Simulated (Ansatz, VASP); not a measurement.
This is a calculation of Fe for VASP 6.6.1.

Contents of INCAR:

```
PREC = Accurate ; ENCUT = 520
EDIFF = 1E-6 ; ISMEAR = -1
SIGMA = 0.05 ; LREAL = F
LASPH = T ; NELM = 100
ALGO = Normal ; ISIF = 2
LWAVE = F ; LCHARG = F
ISPIN = 2 ; MAGMOM = 3
LORBIT = 11 ; LMAXMIX = 4
METAGGA = R2SCAN ; LMIXTAU = T
```

Contents of KPOINTS:

```
regular mesh
0
Gamma
  13 13 13
```

File POSCAR:

```
Fe
1.0
   -1.4333151444      1.4333151444      1.4333151444
    1.4333151444     -1.4333151444      1.4333151444
    1.4333151444      1.4333151444     -1.4333151444
Fe
1
Direct
    0.0000000000      0.0000000000      0.0000000000
```

Potentials or basis: VASP PAW PBE potentials, release 64 (Fe).

The run is started by

```sh
$ cat potpaw_PBE.64/Fe/POTCAR > POTCAR
$ mpirun -np 1 vasp_std > vasp.out
```

Q: Translate it to Ansatz 0.2.0. Potentials there: Ansatz PAW.

A: As run (the cutoff follows the program's own potentials):

Contents of input.yaml:

```yaml
crystal:
  lattice:
    - [-1.4333151444, 1.4333151444, 1.4333151444]
    - [1.4333151444, -1.4333151444, 1.4333151444]
    - [1.4333151444, 1.4333151444, -1.4333151444]
  atoms:
    - { symbol: Fe, position: [0.0, 0.0, 0.0], spin: 3.0 }
hamiltonian:
  xc: r2scan
  pseudopotentials: { kind: paw }
magnetization:
  spin_polarized: true
kpoints:
  mp_grid: { grid: [13, 13, 13] }
scf:
  occupations: { method: fermi_dirac, width: 0.05 }
output:
  forces: true
  stress: true
  eigenvalues: true
```

Potentials or basis: Ansatz PAW.

The run is started by

```sh
$ ansatz run input.yaml --threads 1 --pin off --max-ram 3584MiB --backend cpu --events-out ev --progress --plain --runs-dir out
```

Both were run:

|  | VASP | Ansatz | Ansatz less VASP |
| --- | --- | --- | --- |
| gap on the k mesh at the Fermi level (eV) | none | none | - |
| pressure (GPa) | -0.4 | -0.1 | +0.27 |
| net moment per atom (μB) | 2.65 | 2.65 | 0.000 |
| size of the moment on the site where the two differ most (μB) | 2.72 | 2.80 | +0.088 |

Site moments also hang on the region over which each program counts them. A gap of «none» marks a metal or a gap that the smearing closes. With one functional, cell and mesh, what is left measures potentials, basis and numerics. The two sets of potentials don't hold the same shells in valence.

Caveats: the PAW data sets were made with another functional, which shifts forces and pressure a little (VASP); the magnetic or orbital state may not be the lowest (Ansatz); the PAW data sets come from PBE, with cores solved anew for the run's functional, which leaves a small shift of forces and pressure (Ansatz).
